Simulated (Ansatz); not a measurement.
The system is C.

```
C
1.0
     2.52210    0.00000    0.00000
    -1.26105    2.18420    0.00000
     0.00000    0.00000    8.23710
C
8
Direct
  0.66667 0.33333 0.84375
  0.33333 0.66667 0.34375
  0.66667 0.33333 0.65625
  0.33333 0.66667 0.15625
  0.00000 0.00000 0.90625
  0.00000 0.00000 0.40625
  0.00000 0.00000 0.59375
  0.00000 0.00000 0.09375
```

This is a hexagonal form of diamond, not graphite.

Base run:

| Item | Value |
| --- | --- |
| Program | Ansatz 0.2.0 |
| Functional | PBE |
| Potentials or basis | SPMS NC |
| Cutoff | 1034 eV |
| Density cutoff | 4136 eV |
| k mesh | 12 × 12 × 4 |
| Occupations | fermi-dirac, width 0.05 eV |
| Spin | no spin polarisation |

Its results: band gap on the k mesh 4.47 eV, indirect (least direct gap 5.22 eV); pressure 2.7 GPa; largest force 0.329 eV/Å.

The run is repeated on the same cell with these changes: potentials or basis from SPMS NC to Ansatz PAW earlier set; cutoff from 1034 eV to 820 eV; density cutoff from 4136 eV to 3280 eV. What comes out?

Band gap on the k mesh 4.42 eV, indirect (least direct gap 5.19 eV); pressure 2.2 GPa; largest force 0.328 eV/Å.

Not every run made on this cell is shown here.
